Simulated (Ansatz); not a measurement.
# C6H6O (phenol) at MP2/6-31G(d) (spherical functions)

Aim: the vertical ionisation energy of C6H6O (phenol) at MP2/6-31G* (spherical functions), from 2 runs. 

Program for the calculation: Ansatz 0.2.0.

40 further runs of the same task are left out: 40 set aside as unsound or not needed.

## Step 1: The structure to begin with

C6H6O: 13 atoms, total charge 0, spin state singlet. As SMILES, `Oc1ccccc1`. The shape is that of a PBE0-D4/def2-TZVP optimisation. This is one conformer, not always the lowest.

Bond lengths: O1–C2 1.357 Å, C2–C3 1.390 Å, C3–C4 1.384 Å, C4–C5 1.389 Å, C5–C6 1.386 Å, C2–C7 1.390 Å, C6–C7 1.387 Å, O1–H8 0.961 Å, C3–H9 1.083 Å, C4–H10 1.084 Å, C5–H11 1.083 Å, C6–H12 1.084 Å, C7–H13 1.086 Å. Some angles: O1–C2–C3 117.6°, O1–C2–C7 122.4°, C3–C2–C7 120.0°, C2–C3–C4 119.6°, C3–C4–C5 120.8°, C4–C5–C6 119.2°, C5–C6–C7 120.5°, C2–C7–C6 119.8°, C2–O1–H8 109.2°, C2–C3–H9 119.0°.

## Step 2: The energy at MP2/6-31G(d) (spherical functions)

Input file molecule.yaml:

```yaml
crystal:
  periodic: [false, false, false]
  atoms:
    - {symbol: O, position_ang: [0.041560, -2.132590, 1.275290]}
    - {symbol: C, position_ang: [0.026580, -0.969120, 0.577900]}
    - {symbol: C, position_ang: [1.232630, -0.515560, 0.057130]}
    - {symbol: C, position_ang: [1.265850, 0.666750, -0.661400]}
    - {symbol: C, position_ang: [0.108700, 1.405820, -0.868640]}
    - {symbol: C, position_ang: [-1.090010, 0.946870, -0.346150]}
    - {symbol: C, position_ang: [-1.136740, -0.236140, 0.375590]}
    - {symbol: H, position_ang: [-0.848660, -2.331560, 1.578030]}
    - {symbol: H, position_ang: [2.129200, -1.099970, 0.224790]}
    - {symbol: H, position_ang: [2.210020, 1.014920, -1.064820]}
    - {symbol: H, position_ang: [0.142190, 2.330230, -1.431970]}
    - {symbol: H, position_ang: [-2.002460, 1.512040, -0.498940]}
    - {symbol: H, position_ang: [-2.078840, -0.591690, 0.783170]}
basis:
  gaussian:
    orbitals: 6-31G_st_-spherical.json
correlation:
  method: mp2
  frozen_orbitals: {C: 1, H: 0, O: 1}
accuracy: high
```

The basis set 6-31G* is read from a file made from the Basis Set Exchange's data (not shown).

Command:

```
$ ansatz run molecule.yaml --threads 1 --pin off --max-ram 3480MiB --events-out events.jsonl --progress --plain --runs-dir runs
```

The program printed:

```text
Warning: RAYON_NUM_THREADS=1 ignored (pool sized by the plan → 1); use --threads N
Functional definition: HF
  name "HF"
  exchange = exact_x
  correlation = 0
2723 factors; integrals over basis functions are off by at most 3.2e-9 eV
mean field evaluation 1: about -8311.1039 eV, gradient 3.5e1 eV
mean field evaluation 2: about -8311.1131 eV, gradient 3.5e1 eV
mean field evaluation 4: about -8314.5578 eV, gradient 4.5e0 eV
mean field evaluation 8: about -8314.6102 eV, gradient 2.3e-4 eV
mean field -8314.61016698 eV, -305.5562877913 hartree, gradient 2.3e-8 eV, S^2 0.000000; 0 other end points of the search recorded, 0 dependent functions left out; unrestricted orbitals would lower it
mean field evaluation 16: about -8314.6653 eV, gradient 1.2e-1 eV
7 core orbitals not correlated: weight in the atoms' cores, before any rotation towards them, 1.000 or more for the frozen orbitals, at most 0.000 for the correlated occupied ones
reference -8314.61016698 eV, -305.5562877913 hartree; 18, 18 occupied and 85, 85 virtual orbitals, 2723 factors
second order -25.09432124 eV of doubles, -0.00000000 eV of singles
Total energy: -8339.70448822 eV, -306.4784870873 hartree
```

It took 9 s on 1 thread of Arm Neoverse V1, shared host; peak memory 0.39 GiB.

## Step 3: The doublet cation at the same level

Input file in.yaml:

```yaml
crystal:
  periodic: [false, false, false]
  atoms:
    - symbol: O
      position_ang: [0.041560, -2.132590, 1.275290]
    - symbol: C
      position_ang: [0.026580, -0.969120, 0.577900]
    - symbol: C
      position_ang: [1.232630, -0.515560, 0.057130]
    - symbol: C
      position_ang: [1.265850, 0.666750, -0.661400]
    - symbol: C
      position_ang: [0.108700, 1.405820, -0.868640]
    - symbol: C
      position_ang: [-1.090010, 0.946870, -0.346150]
    - symbol: C
      position_ang: [-1.136740, -0.236140, 0.375590]
    - symbol: H
      position_ang: [-0.848660, -2.331560, 1.578030]
    - symbol: H
      position_ang: [2.129200, -1.099970, 0.224790]
    - symbol: H
      position_ang: [2.210020, 1.014920, -1.064820]
    - symbol: H
      position_ang: [0.142190, 2.330230, -1.431970]
    - symbol: H
      position_ang: [-2.002460, 1.512040, -0.498940]
    - symbol: H
      position_ang: [-2.078840, -0.591690, 0.783170]
basis:
  gaussian: {orbitals: 6-31G_st_-spherical.json}
total_charge: 1
magnetization: {spin_polarized: true, initial_magnetization: 1}
correlation: {method: mp2, frozen_orbitals: {C: 1, H: 0, O: 1}}
accuracy: high
```

The basis set 6-31G* is read from a file made from the Basis Set Exchange's data (not shown).

Command:

```
$ ansatz run in.yaml --threads 1 --pin off --max-ram 3480MiB --events-out events.jsonl --progress --plain --runs-dir runs
```

The program printed:

```text
Warning: RAYON_NUM_THREADS=1 ignored (pool sized by the plan → 1); use --threads N
[... 4 set-up lines as earlier in the session ...]
2722 factors; integrals over basis functions are off by at most 3.2e-9 eV
mean field evaluation 1: about -8302.8578 eV, gradient 2.8e1 eV
mean field evaluation 2: about -8302.8657 eV, gradient 2.8e1 eV
mean field evaluation 4: about -8307.1349 eV, gradient 3.8e0 eV
mean field evaluation 8: about -8307.3098 eV, gradient 5.6e-1 eV
mean field evaluation 16: about -8307.3667 eV, gradient 3.1e-4 eV
mean field evaluation 32: about -8306.6587 eV, gradient 2.6e0 eV
mean field -8307.36669135 eV, -305.2900949718 hartree, gradient 1.9e-8 eV, S^2 1.018977; 4 other end points of the search recorded, 0 dependent functions left out
7 core orbitals not correlated: weight in the atoms' cores, before any rotation towards them, 1.000 or more for the frozen orbitals, at most 0.000 for the correlated occupied ones
reference -8307.36669135 eV, -305.2900949718 hartree; 18, 17 occupied and 85, 86 virtual orbitals, 2722 factors
second order -23.63986397 eV of doubles, -0.00000000 eV of singles
Total energy: -8331.00655532 eV, -306.1588439490 hartree
```

It took 20 s on 1 thread of Arm Neoverse V1, shared host; peak memory 0.49 GiB.

## Step 4: Results

Level: MP2/6-31G* (spherical functions), 7 core orbitals frozen.

| quantity | value |
| --- | --- |
| singlet C6H6O: total energy | -306.47849 Eh |
| singlet C6H6O: correlation energy (7 core orbitals frozen) | -922.2 mEh |
| doublet cation: total energy | -306.15884 Eh |
| doublet cation: correlation energy (7 core orbitals frozen) | -868.7 mEh |
| doublet cation: ⟨S²⟩ of the reference determinant | 1.019 |
| vertical ionisation energy (to the doublet cation) | 8.698 eV |

What this shows: Removing an electron at fixed nuclei costs 8.70 eV (201 kcal/mol). The restricted solution (singlet C6H6O) is unstable to spin breaking: an unrestricted one lies lower. ⟨S²⟩ (doublet cation) is 1.02 where a pure doublet has 0.75: the reference is spin-contaminated.
